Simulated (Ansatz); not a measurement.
System: LiF (rock salt type), 2 atoms in the cell.

The calculation used Ansatz, r²SCAN, plane waves, PAW datasets (earlier set, tuned by hand).

Cutoff 1050 eV; k-mesh 6×6×6 Γ-centred; Fermi–Dirac smearing of 0.02 eV; no spin polarisation.

```
Li F
1.0
     0.00000    2.03500    2.03500
     2.03500    0.00000    2.03500
     2.03500    2.03500    0.00000
Li F
1 1
Direct
  0.00000 0.00000 0.00000
  0.50000 0.50000 0.50000
```

Question: Is the cell under compression or tension, and by how much?

Answer: The pressure is -4.09 GPa, so at these settings the cell is stretched and would shrink.

The stress includes the program's correction for the finite plane-wave basis.
